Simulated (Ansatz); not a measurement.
# Rh: how the axes shrink under pressure

Rh, P6_3/mmc, a = 2.725 Å, c = 4.385 Å. This isn't the element's structure at ambient conditions. Ansatz: PBE, PAW, 420 eV, Γ-centred 18×18×10 mesh on 2 atoms, Gaussian smearing 0.10 eV; no spin polarisation. Cell and atoms are relaxed at each pressure, and no other structure is tried, so the rows at high pressure may lie past a change of phase. y = 100 ln(c/c0) with c0 = 4.3848 Å, so nearly a change in per cent. The pressures are the targets, met within 0.05 GPa.

```tsv
P (GPa)	y	100 ln(a/a0)
-1.0	?	?
0.0	0.00	0.00
1.0	-0.12	-0.13
4.0	-0.47	-0.51
12.0	-1.33	-1.44
25.0	-2.53	-2.72
50.0	-4.37	-4.70
90.0	-6.63	-7.08
```

**Question.** Fit y = c1 P + c2 P² to the other rows, give the linear compressibility along c, and predict the missing y.

**Answer.** Least squares on the rows shown. y = −0.1089 P + 0.0003939 P². The linear compressibility along c is −c1/100 = 1.09 per TPa, against 1.18 along a from the same fit to the last column (its missing entry is 0.14): the crystal is about as stiff along both at low pressure. The runs next to zero pressure give 1.27 and 1.33, so a parabola over the whole range misstates the start. With a term in P³ added, the coefficient of P becomes -0.1197, 10 % more, which shows how far this figure hangs on the form. At P = -1.0 the fit asked for gives 0.11. The run gave 0.13, so the fit is 0.02 too low, within the rms miss on the fitted rows (0.06): the form describes this series only roughly.